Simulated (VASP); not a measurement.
Input of a VASP 6.6.1 run:

File INCAR:

```
PREC = Accurate ; ENCUT = 520
EDIFF = 1E-7 ; ISMEAR = 0
SIGMA = 0.05 ; LREAL = F
LASPH = T ; NELM = 100
ALGO = Normal ; ISIF = 2
LWAVE = F ; LCHARG = T
METAGGA = RTPSS ; LMIXTAU = T
IVDW = 11 ; VDW_S6 = 1.0
VDW_S8 = 1.3666 ; VDW_SR = 1.3491
VDW_SR8 = 1.0 ; LELF = T
LVHAR = T ; NBANDS = 28
MAXMIX = 40
```

File KPOINTS:

```
regular mesh
0
Gamma
  9 9 9
```

File POSCAR:

```
NaH
3.4507
    0.000000000000      0.707102906657      0.707102906657
    0.707102906657      0.000000000000      0.707102906657
    0.707102906657      0.707102906657      0.000000000000
Na H
1 1
Direct
    0.0000000000      0.0000000000      0.0000000000
    0.5000000000      0.5000000000      0.5000000000
```

Potentials or basis: VASP PAW PBE potentials, release 64 (Na_pv, H).

Launch:

```sh
$ cat potpaw_PBE.64/Na_pv/POTCAR potpaw_PBE.64/H/POTCAR > POTCAR
$ mpirun -np 1 vasp_std > vasp.out
```

(1) Estimate the dispersion energy per atom.

(2) Estimate the band gap on the k mesh.

Answers

(1) -0.147 eV.

(2) 4.56 eV, indirect (least direct gap 5.24 eV).

Caveat: an odd mesh through Γ misses points on the zone boundary, where band edges often lie.
